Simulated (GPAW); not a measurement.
AlN:

```xyz
4
Lattice="3.1130 0.0000 0.0000 -1.5565 2.6959 0.0000 0.0000 0.0000 4.9810" Properties=species:S:1:pos:R:3 pbc="T T T"
Al    1.5565    0.8986    2.4905
Al    0.0000    1.7973    0.0000
N     1.5565    0.8986    4.3833
N     0.0000    1.7973    1.8928
```

Base run:

```yaml
Program: GPAW 26.7.0
Functional: AM05
Potentials_or_basis: PAW data sets generated in the run's folder for this functional
Cutoff: 800 eV
Basis: pw
k_mesh: 7 × 7 × 4
Occupations: fermi-dirac, width 0.05 eV
Spin: no spin polarisation
```

Its results: band gap on the k mesh 4.21 eV, direct; pressure 1.2 GPa; largest force 0.137 eV/Å.

Task: The run is repeated on the same cell with these changes: functional from AM05 to BP86. What comes out?

Result: Band gap on the k mesh 4.31 eV, direct; pressure 4.8 GPa; largest force 0.130 eV/Å.

Not every run made on this cell is shown here.
